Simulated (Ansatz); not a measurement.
Base system: LaAlO3 (space group R-3c, No. 167; a = 5.353 Å, c = 13.048 Å (hexagonal axes)). Axes: x lies along a and z along c of the hexagonal cell.

Computed with Kohn–Sham DFT with the PBEsol functional, run in Ansatz (an electronic-structure program) with PAW and 420 eV plane waves, scalar-relativistic without spin-orbit coupling.

Base values:

```
Property   Result
--------  -------
Band gap  3.94 eV
```

Perturbation: uniaxial strain ε_xx = +2.33 %, all other strain components held at zero; the atoms relax in the strained cell.

**Question.** Predict the new energy relative to the base.

**Answer.** The energy grows by 6.1 meV/atom.

**Question.** What does the calculation give for the stress after the change?

**Answer.** The stress (xx, yy, zz, yz, xz, xy; compression positive) is (-7.87, -3.14, -1.72, -0.70, 0.00, 0.00) GPa.

**Question.** How does this affect the band gap?

**Answer.** The band gap falls by 0.23 eV (3.94 eV → 3.71 eV).

Whether these cells are dynamically stable was not tested.
